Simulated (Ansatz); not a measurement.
Band edges of MoSe$_{2}$ (P6_3/mmc)

```xyz
6
Lattice="3.2693 0.0000 0.0000 -1.6347 2.8313 0.0000 0.0000 0.0000 13.1203" Properties=species:S:1:pos:R:3 pbc="T T T"
Mo    0.0000    1.8875    3.2801
Mo    1.6347    0.9438    9.8402
Se    0.0000    1.8875    8.1759
Se    1.6347    0.9438    1.6158
Se    0.0000    1.8875   11.5045
Se    1.6347    0.9438    4.9444
```

Level of theory, where no other is named: PBEsol, all-electron LAPW in Ansatz 0.2.0, scalar-relativistic. k mesh 8×8×2, fixed occupations, basis error target 1 meV/atom. The cell was relaxed by PAW under this functional.

Extrema are searched on a 10×10×4 mesh and refined by Newton steps; masses come from band slopes 0.005 Å⁻¹ away, 1/m* = (1/ħ²) d²E/dk², negative for holes (the finite step makes the lightest masses up to about 3 % heavy). k is in units of the reciprocal vectors.

**Question.** Where are the band edges, and is the gap direct?

**Answer.** The valence maximum lies at Gamma (0.000, 0.000, 0.000) and the conduction minimum at (0.184, 0.184, 0.000), so the Kohn-Sham gap of 0.883 eV is indirect; the least direct gap on the mesh is 1.644 eV. A further valence extremum at K (0.333, 0.333, 0.000) lies 0.224 eV from the edge (2 equivalent points).

**Question.** What are the electron masses at the edge?

**Answer.** The principal masses are 0.47, 0.49, 0.688 mₑ. One valley has a density-of-states mass (m₁m₂m₃)^(1/3) = 0.541; 6 valleys give N^(2/3) times that, 1.79; the direction-averaged conductivity mass 3/Σ(1/mᵢ) is 0.534 mₑ.

**Question.** What are the hole masses at the edge?

**Answer.** The principal masses are 0.961, 0.961, 1.2 mₑ. One valley has a density-of-states mass (m₁m₂m₃)^(1/3) = 1.03; the direction-averaged conductivity mass 3/Σ(1/mᵢ) is 1.03 mₑ.

**Question.** Along the Cartesian direction z the conduction slope is 0.07778 eV·Å one step out. What is it four steps out, and what does that say?

**Answer.** 0.3099 eV·Å, 3.985 times the first; a parabola would give 4, so the band is nearly parabolic here.

**Question.** What electronic dielectric constant and refractive index follow from the same bands (independent particles)?

**Answer.** ε∞ = (17.22, 17.22, 11.27), so n ≈ √ε∞ = 3.90 (mean over directions) well under the gap and the normal reflectivity is ((n − 1)/(n + 1))² = 0.351. With the conductivity mass, a hydrogenic donor screened by ε∞ alone would bind by 13.6 eV × m*/ε∞² = 31 meV; static screening by the ions makes it shallower. Local fields, left out here, lower ε∞ by several per cent.

**Question.** What gap does PAW give in the same cell?

**Answer.** 0.882 eV, -1 meV from the LAPW value.

Limits of these numbers: no spin-orbit coupling on heavy atoms; semilocal gaps are low, and what follows the gap (onsets, screening, light masses) shifts with it; no dispersion correction, so the spacing and stiffness between layers or molecules are poor; the k mesh misses the point K, so gaps read on it can be too wide; the frozen-core PAW files of the compared runs were fitted under PBE, their cores solved anew for this functional.
